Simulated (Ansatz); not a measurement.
# ZnS: the cost of one run

Program: Ansatz 0.2.0. Level of theory: DFT PBEsol, scalar-relativistic. These are calculated values, not measurements.

### 1 Starting point

The structure is cubic, space group F-43m (No. 216). The conventional cell has a = 5.409 Å, b = 5.409 Å, c = 5.409 Å, α = 90.00°, β = 90.00°, γ = 90.00°. Zn (site symmetry -43m) has 4 S at 2.34 Å as nearest neighbours. Around S (site symmetry -43m) lie 4 Zn at 2.34 Å.

Structure file:

```cif
data_structure
_symmetry_space_group_name_H-M 'F-43m'
_symmetry_Int_Tables_number 216
_cell_length_a 5.4093
_cell_length_b 5.4093
_cell_length_c 5.4093
_cell_angle_alpha 90.000
_cell_angle_beta 90.000
_cell_angle_gamma 90.000
_cell_volume 158.28
loop_
_atom_site_label
_atom_site_type_symbol
_atom_site_symmetry_multiplicity
_atom_site_Wyckoff_symbol
_atom_site_fract_x
_atom_site_fract_y
_atom_site_fract_z
_atom_site_occupancy
Zn1 Zn 4 a 0.00000 0.00000 0.00000 1
S1 S 4 c 0.25000 0.25000 0.25000 1
```

The file gives the conventional cell by its symmetry; the runs use the cell typed in the input.

Atoms are numbered in the order of the input: Zn1, S2.

### 2 The deformed structure

Space group F-43m before, I-4m2 after.

### 3 Full-potential LAPW

input.yaml

```yaml
crystal:
  lattice:
    - [0.0, 2.650557, 2.70465]
    - [2.650557, 0.0, 2.70465]
    - [2.650557, 2.650557, 0.0]
  atoms:
    - { symbol: Zn, position: [0.0, 0.0, 0.0] }
    - { symbol: S, position: [0.75, 0.75, 0.75] }
kpoints:
  mp_grid: { grid: [8, 8, 8] }
  band_path:
    path:
      - [0.0, 0.0, 0.0]
      - [0.5, 0.0, 0.5]
      - [0.75, 0.25, 0.5]
      - [0.5, 0.5, 0.5]
      - [0.0, 0.0, 0.0]
      - [0.5, 0.5, 0.0]
      - [0.62995, 0.62995, 0.2599]
      - [0.37005, 0.37005, 0.7401]
      - [0.0, 0.0, 0.0]
    npoints: 5
scf:
  occupations: { method: fermi_dirac, width: 0.01 }
hamiltonian:
  xc: pbesol
  pseudopotentials: { kind: all_electron, lapw: { basis_error: 0.00025 } }
output:
  forces: true
  stress: true
  eigenvalues: true
```

On the command line:

```sh
$ ansatz run input.yaml --threads 1 --pin off --max-ram 3072MiB --backend cpu --events-out ev --progress --plain --runs-dir out
```

**Question.** How long does this run take on 1 thread of Arm Neoverse V2, shared host, and how much memory does it need?

About 25 s, with a peak of 0.35 GiB.
